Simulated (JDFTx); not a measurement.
Ta:

```
CELL_PARAMETERS angstrom
-1.65128 1.65128 1.65128
1.65128 -1.65128 1.65128
1.65128 1.65128 -1.65128
ATOMIC_POSITIONS crystal
Ta 0.00000 0.00000 0.00000
```

```yaml
Program: JDFTx 1.7.0 (patched build)
Task: relaxation of cell and atoms
Functional: PBE
Potentials_or_basis: PseudoDojo-SR-PBE-0.5-stringent with smoothed tails
Cutoff: 1796 eV
Density_cutoff: 7184 eV
k_mesh: 9 × 9 × 9
Occupations: fermi-dirac, width 0.05 eV
Spin: no spin polarisation
```

At the start: pressure 2.7 GPa; volume 18.01 Å³/atom.

Question: How do energy, volume and symmetry change on relaxing?

Answer: Over 5 steps the energy falls by 2.1 meV/atom and the volume is 18.27 Å³/atom (+1.4 %); space group Im-3m (No. 229, to 0.05 Å).

The path:
```
step  energy change (eV)  largest force (eV/Å)  pressure (GPa)  volume (Å³)
   1              0.0000                0.0000            2.65        18.01
   2             -0.0010                0.0000            1.86        18.08
   3             -0.0021                0.0000            0.21        18.25
   4             -0.0021                0.0000            0.02        18.27
   5             -0.0021                0.0000            0.00        18.27
```

Final structure:
```
CELL_PARAMETERS angstrom
-1.65921 1.65921 1.65921
1.65921 -1.65921 1.65921
1.65921 1.65921 -1.65921
ATOMIC_POSITIONS crystal
Ta 0.00000 0.00000 0.00000
```
